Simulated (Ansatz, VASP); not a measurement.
# Two plane-wave programs on MgO

Contents of INCAR:

```
SYSTEM = MgO
PREC = Accurate
ENCUT = 520
EDIFF = 1E-6
ISMEAR = -1
SIGMA = 0.05
LREAL = .FALSE.
LASPH = .TRUE.
NELM = 100
ALGO = Normal
ISIF = 2
LWAVE = .FALSE.
LCHARG = .FALSE.
GGA = PE
NBANDS = 11
```

File KPOINTS:

```
Automatic mesh
0
G
  15 15 15
  0 0 0
```

Contents of POSCAR:

```
MgO
1.0
    0.0000000000      2.3058973033      2.3058973033
    2.3058973033      0.0000000000      2.3058973033
    2.3058973033      2.3058973033      0.0000000000
Mg O
1 1
Direct
    0.0000000000      0.0000000000      0.0000000000
    0.2500000000      0.2500000000      0.2500000000
```

Input for Ansatz:

```yaml
crystal:
  lattice:
    - [0.0, 2.3058973033, 2.3058973033]
    - [2.3058973033, 0.0, 2.3058973033]
    - [2.3058973033, 2.3058973033, 0.0]
  atoms:
    - { symbol: Mg, position: [0.0, 0.0, 0.0] }
    - { symbol: O, position: [0.25, 0.25, 0.25] }
kpoints:
  mp_grid: { grid: [15, 15, 15] }
  band_path:
    path:
      - [0.0, 0.0, 0.0]
      - [-0.5, -0.5, 0.0]
      - [-0.375, -0.375, 0.25]
      - [-0.375, 0.0, 0.375]
      - [0.0, 0.0, 0.0]
      - [0.0, 0.0, 0.5]
      - [-0.5, -0.25, 0.25]
      - [-0.5, -0.5, 0.0]
    npoints: 8
scf:
  occupations: { method: fermi_dirac, width: 0.05 }
hamiltonian:
  xc: pbe
  pseudopotentials: { kind: paw }
output:
  forces: true
  stress: true
  eigenvalues: true
  populations: true
  dos: { projected: true, de: 0.2, e_range: [-14, 8] }
```

Change from the starting cell: volume scaled by 1, PAW files.

Alike in both runs: task single point; functional PBE; k mesh 15 × 15 × 15; occupations fermi-dirac, width 0.05 eV; no spin polarisation.

|  | VASP | Ansatz |
| --- | --- | --- |
| version | VASP 6.6.1 | Ansatz 0.2.0 |
| potentials or method | VASP PAW PBE potentials, release 64 (Mg, O) | PAW with Ansatz's default frozen-core files, scalar-relativistic |
| plane-wave cutoff (eV) | 520 | 420 |
| valence electrons in the cell | 8 | 16 |

|  | VASP | Ansatz | Ansatz less VASP |
| --- | --- | --- | --- |
| gap on the k mesh at the Fermi level (eV) | 3.47 | 3.48 | +0.017 |
| pressure (GPa) | -0.4 | 0.0 | +0.40 |

With one functional, cell and mesh, what is left measures potentials, basis and numerics. The two sets of potentials don't hold the same shells in valence.

Caveats: an odd mesh through Γ misses points on the zone boundary, where band edges often lie.
